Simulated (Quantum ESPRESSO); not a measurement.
**Cl in Quantum ESPRESSO: the effect of functional**

The system is Cl.

```
Cl
1.0
     3.14500   -2.25000    0.00000
     3.14500    2.25000    0.00000
     0.00000    0.00000    8.21000
Cl
4
Cartesian
  3.1450 0.5850 3.2840
  3.1450 1.6650 7.3890
  3.1450 -0.5850 4.9260
  3.1450 -1.6650 0.8210
```

Alike in all runs:

- Program: Quantum ESPRESSO 7.5
- Task: dielectric tensor
- k mesh: 6 × 6 × 2, shifted
- Occupations: fermi-dirac, width 0.05 eV
- Spin: no spin polarisation

```tsv
functional	potentials or basis	cutoff	pressure (GPa)	largest force (eV/Å)	dielectric constant (mean)
LDA	PseudoDojo 0.4.1 SR LDA standard	762 eV	?	?	?
PBE	PseudoDojo 0.4.1 SR PBE standard	789 eV	0.6	0.10	3.15
PBEsol	PseudoDojo 0.4.1 SR PBEsol standard	789 eV	-0.9	0.19	3.24
WC	PseudoDojo 0.4.1 SR PBE standard	789 eV	-0.5	0.13	3.22
BLYP	PseudoDojo 0.4.1 SR PBE standard	789 eV	2.5	0.61	3.17
AM05	PseudoDojo 0.4.1 SR PBE standard	789 eV	-0.2	0.29	3.19
```

**Question.** What does the run with functional LDA give?

**Answer.** Pressure -2.5 GPa; largest force 0.21 eV/Å; dielectric constant 3.35 mean.

Caveats: the potentials were made for another functional, which shifts forces and pressure (some runs).
